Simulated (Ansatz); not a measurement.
A plane-wave DFT run in Ansatz 0.2.0 (scalar-relativistic PAW potentials unless the input names others): input and command.

```yaml
crystal:
  lattice:
    - [4.241914123, 0.0, 0.0]
    - [-2.1209570615, 3.6736053912, 0.0]
    - [0.0, 0.0, 20.5043240978]
  atoms:
    - { symbol: Cd, position: [0.6666666667, 0.3333333333, 0.332884374] }
    - { symbol: Cd, position: [0.3333333333, 0.6666666667, 0.667115626] }
    - { symbol: Cd, position: [0.0, 0.0, 0.0] }
    - { symbol: I, position: [0.3333333333, 0.6666666667, 0.0843876816] }
    - { symbol: I, position: [0.3333333333, 0.6666666667, 0.4172587806] }
    - { symbol: I, position: [0.6666666667, 0.3333333333, 0.9156123184] }
    - { symbol: I, position: [0.6666666667, 0.3333333333, 0.5827412194] }
    - { symbol: I, position: [0.0, 0.0, 0.248521016] }
    - { symbol: I, position: [0.0, 0.0, 0.751478984] }
basis:
  ecutwfc: 420
kpoints:
  mp_grid: { grid: [9, 9, 2] }
hamiltonian:
  xc: pbe
  dispersion: d3bj
  hubbard: { sites: [{ species: I, l: p, u_eff: 40.0 }] }
scf:
  occupations: { method: gaussian, width: 0.02 }
  max_iter: 80
output:
  forces: true
  eigenvalues: true
  stress: true
```

```bash
ansatz run input.yaml --threads 1 --pin off --max-ram 3072MiB --backend cpu --events-out ev --progress --plain --runs-dir out
```

Abridged log:
```
Basis set: ecut = 420 eV, 6195 PW (Γ), exchange–correlation on 60×60×288 points (8 copies of the dense FFT grid, shifted against one another)
Bands: 98, of which v1, the nominal top of the filled ones, is band 81 counted from 1 (80 counted from 0)
Symmetry: 12 space group operations
k-points: 24 of 162
SCF iter   1: F=—  HF=-69811.364571 eV  |F-HF|=—  |Δ(HF+E_count)|=         —  Δρ=5.88e-2  dr2=8.71e0  ethr=3.10e-3  ⟨swp⟩=7.0  Hψ=9113  notcnv=0  defer=30
SCF iter   2: F=—  HF=-69820.961850 eV  |F-HF|=—  |Δ(HF+E_count)|=    9.60e0  Δρ=1.92e-2  dr2=1.69e0  ethr=3.10e-3  ⟨swp⟩=2.0  Hψ=4826  notcnv=0  defer=238
SCF iter   3: F=—  HF=-69824.961033 eV  |F-HF|=—  |Δ(HF+E_count)|=    4.00e0  Δρ=1.11e-2  dr2=3.08e-1  ethr=1.04e-3  ⟨swp⟩=3.0  Hψ=3650  notcnv=0  defer=222
SCF iter   4: F=—  HF=-69824.890542 eV  |F-HF|=—  |Δ(HF+E_count)|=   7.05e-2  Δρ=1.67e-3  dr2=1.37e-2  ethr=1.90e-4  ⟨swp⟩=2.0  Hψ=4842  notcnv=0  defer=222
SCF iter   5: F=—  HF=-69824.895119 eV  |F-HF|=—  |Δ(HF+E_count)|=   4.58e-3  Δρ=3.71e-4  dr2=4.35e-4  ethr=8.45e-6  ⟨swp⟩=2.9  Hψ=3441  notcnv=0  defer=222
SCF iter   6: F=—  HF=-69824.895152 eV  |F-HF|=—  |Δ(HF+E_count)|=   3.35e-5  Δρ=9.02e-5  dr2=2.59e-5  ethr=2.68e-7  ⟨swp⟩=2.0  Hψ=3786  notcnv=0  defer=222
SCF iter   7: F=—  HF=-69824.894968 eV  |F-HF|=—  |Δ(HF+E_count)|=   1.85e-4  Δρ=1.76e-5  dr2=1.05e-6  ethr=1.60e-8  ⟨swp⟩=2.0  Hψ=3786  notcnv=0  defer=222
SCF iter   8: F=-69824.894970 eV  HF=-69824.894970 eV  |F-HF|=8.49e-8  |Δ(HF+E_count)|=   2.30e-6  Δρ=2.53e-6  dr2=2.98e-8  ethr=6.17e-11  ⟨swp⟩=16.0  Hψ=13203  notcnv=0
SCF 1 converged in 8 iterations: F = -69824.894970 eV  dr2 = 2.98e-8
SCF converged after 8 iterations
Free energy (F): -69824.894970 eV
Harris-Foulkes:  -69824.894970 eV  (|F-HF|=8.49e-8)
Internal energy: -69824.894970 eV  (E = F + TS)
E sigma→0 (E₀):  -69824.894970 eV
Fermi energy:    0.801734 eV
  E_disp       = -3.008538  (pairwise vdW)
--- Forces (eV/Å), atoms counted from 1 ---
  atom   1  Cd     0.00000000     0.00000000     0.00701841
  atom   2  Cd     0.00000000     0.00000000    -0.00701841
  atom   3  Cd     0.00000000     0.00000000     0.00000000
  atom   4  I      0.00000000     0.00000000    -0.59708456
  atom   5  I      0.00000000     0.00000000    -0.58053775
  atom   6  I      0.00000000     0.00000000     0.59708456
  atom   7  I      0.00000000     0.00000000     0.58053775
  atom   8  I      0.00000000     0.00000000     0.59142283
  atom   9  I      0.00000000     0.00000000    -0.59142283
--- Stress (GPa, compression-positive) ---
        5.941594       0.000000       0.000000
        0.000000       5.941594       0.000000
        0.000000       0.000000      -2.805216
  P = ⅓ Tr σ = 3.0260 GPa (30.260 kbar)
Occupation matrices written to <dir>
```

What is wrong with this input?

The fault is an enormous or negative U (hamiltonian.hubbard: not typed → {"sites": [{"species": "I", "l": "p", "u_eff": 40.0}]}, the first being the value of the sound run). Setting it back cures it. The run converged all the same, with an energy at zero smearing 2.7 eV/atom above the reference's (the Hamiltonian itself differs), pressure 3.03 GPa, largest force 0.597 eV/Å, gap on the mesh 7.89 eV, so convergence alone doesn't show that an input is right. A reference run on usual settings, whose relaxation ended at this geometry, converged, and the end of its own relaxation has pressure 0.00 GPa, largest force 0.001 eV/Å, gap on the mesh 2.22 eV.